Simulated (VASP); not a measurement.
Write the native input for VASP 6.6.1 that does the following.

```yaml
Task: single point
Functional: PBEsol
Potentials_or_basis: VASP PAW PBE potentials, release 64 (Al, N)
Cutoff: 520 eV
k_mesh: 8 × 8 × 5
Occupations: fermi-dirac, width 0.02 eV
Spin: no spin polarisation
Further_INCAR_settings: ALGO = Normal; EDIFF = 1e-07; NBANDS = 16
```

The structure of AlN lies in POSCAR:

```
AlN
1.0
    3.1130000000      0.0000000000      0.0000000000
   -1.5565000000      2.6959370820      0.0000000000
    0.0000000000      0.0000000000      4.9810000000
Al N
2 2
Direct
    0.3333333333      0.6666666667      0.0000000000
    0.6666666667      0.3333333333      0.5000000000
    0.3333333333      0.6666666667      0.3800000000
    0.6666666667      0.3333333333      0.8800000000
```

One way to write it, as run:

INCAR

```
PREC = Accurate
ENCUT = 520
EDIFF = 1E-7
ISMEAR = -1
SIGMA = 0.02
LREAL = F
LASPH = T
NELM = 80
ALGO = Normal
ISIF = 2
LWAVE = F
LCHARG = F
GGA = PS
NBANDS = 16
KPAR = 4
```

KPOINTS

```
regular mesh
0
Gamma
  8 8 5
```

Potentials or basis: VASP PAW PBE potentials, release 64 (Al, N).

Run with:

```console
$ cat potpaw_PBE.64/Al/POTCAR potpaw_PBE.64/N/POTCAR > POTCAR
$ mpirun -np 4 vasp_std > vasp.out
```

Results of the run:

| Property | Result |
| --- | --- |
| Pressure | 0.2 GPa |
| Largest force | 0.132 eV/Å |
| Band gap on the k mesh | 4.15 eV, direct |

Caveat: the PAW data sets were made with another functional, which shifts forces and pressure a little.

It took 5.7 s on 4 MPI ranks on Intel(R) Xeon(R) Platinum 8259CL CPU @ 2.50GHz (Skylake/Cascade Lake), on a shared host, peak memory 0.15 GiB a rank.
